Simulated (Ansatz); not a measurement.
The system is TiSi2.

```
Ti Si
1.0
     0.00000    4.11752    4.26290
     2.38951    0.00000    4.26290
     2.38951    4.11752    0.00000
Ti Si
2 4
Direct
  0.75000 0.75000 0.75000
  0.50000 0.50000 0.50000
  0.41257 0.08743 0.41257
  0.08743 0.41257 0.08743
  0.16257 0.83743 0.16257
  0.83743 0.16257 0.83743
```

The cell is a database's computed one.

Base run:

| Item | Value |
| --- | --- |
| Program | Ansatz 0.2.0 |
| Functional | LDA |
| Potentials or basis | all-electron LAPW, scalar-relativistic |
| Cutoff | 218 eV (chosen from the basis error) |
| Basis error allowed | 0.002 eV/atom |
| k mesh | 7 × 7 × 7 |
| Occupations | fermi-dirac, width 0.05 eV |
| Spin | no spin polarisation |

Its results: pressure -5.1 GPa; largest force 0.064 eV/Å.

Q: The run is repeated on the same cell with these changes: functional from LDA to PBEsol. What comes out?

A: Pressure -2.0 GPa; largest force 0.048 eV/Å.

PBEsol binds less tightly than LDA, so the same cell stands under more pressure.
